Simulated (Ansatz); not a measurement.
InN (zinc blende), conventional cell a = 4.9999 Å, b = 4.9999 Å, c = 4.9999 Å, α = 90.00°, β = 90.00°, γ = 90.00°. The calculation uses the primitive cell of 2 atoms, to which meshes and values per cell refer.

E(V) scan at fixed shape, V₀ the volume above. Symmetry pins the atoms to their sites.

The numbers are results of r2SCAN (plane waves to 500 eV, PAW, scalar-relativistic; Ansatz, a quantum-chemistry and plane-wave program), not measurements. k mesh 11×11×11 (Γ-centred), Fermi-Dirac smearing 0.05 eV. Energies are smeared free energies. At this level the bands of InN touch or barely overlap; measurements give the solid a gap. InN was relaxed with its symmetry unable to fall. The PAW data are Ansatz's earlier set. ΔE is measured from the relaxed starting cell. The last digit holds for this mesh only.

| V (Å³/atom) | ΔE (meV/atom) |
|---|---|
| 14.062 | 82.6 |
| 14.374 | 50.8 |
| 14.687 | 27.5 |
| 14.999 | 11.8 |
| 15.312 | 2.8 |
| 15.624 | 0.0 |
| 15.937 | 2.6 |
| 16.249 | 10.1 |
| 16.562 | 22.0 |
| 16.874 | 37.7 |
| 17.187 | 56.9 |

What is the fitted pressure derivative B₀′?

4.6.

What bulk modulus B₀ follows from a third-order Birch-Murnaghan fit?

139 GPa. Check by three points about V = 15.624 Å³/atom, step 0.625: d²E/dV² ≈ (12 − 2·0 + 10) meV / 0.625² = 0.0563 eV/Å⁶, and V·d²E/dV² × 160.2 = 141 GPa.

(A scan under strain: stresses follow from slopes of the energy per volume, elastic moduli from its curvatures.)
